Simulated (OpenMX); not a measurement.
Runs of OpenMX 3.8.5 on InP. The structure is cubic, space group F-43m (No. 216). Conventional cell: a = 5.861 Å, b = 5.861 Å, c = 5.861 Å, α = 90.00°, β = 90.00°, γ = 90.00°. Around In (site symmetry -43m) lie 4 P at 2.54 Å. P (site symmetry -43m) has 4 In at 2.54 Å as nearest neighbours. 

```tsv
task	level	potentials or basis	k mesh	gap on the mesh (eV)	pressure (GPa)
band structure	LDA	OpenMX 2013 LDA set, In7.0-s3p2d2, P7.0-s2p2d1f1, grid cutoff 500 Ry	9 × 9 × 9	0.64	(b)
band structure	PBE	OpenMX 2013 PBE set, In7.0-s3p2d1, P7.0-s2p2d1, grid cutoff 500 Ry	9 × 9 × 9	0.76	4.2
band structure	PBE	OpenMX 2013 PBE set, In7.0-s3p2d2f1, P7.0-s3p2d2f1, grid cutoff 500 Ry	9 × 9 × 9	(a)	(c)
single point	PBE	OpenMX 2013 PBE set, In7.0-s3p2d2, P7.0-s2p2d1f1, grid cutoff 700 Ry	7 × 7 × 7	0.87	4.9
```

Alike in all rows: no spin polarisation; cell as given; smearing fermi-dirac 0.05 eV.

Question: Fill in the values left out.

Answer: (a) 0.78; (b) 0.4; (c) 4.3.

Caveats: spin-orbit coupling is left out, which moves the levels of the heavy elements; the basis of atomic orbitals isn't converged, which shifts pressures, moduli and gaps; an odd mesh through Γ misses points on the zone boundary, where band edges often lie (some runs).

A k mesh can miss the band edges, and the runs leave out spin-orbit coupling on In.

Not every run made on this cell is shown here.
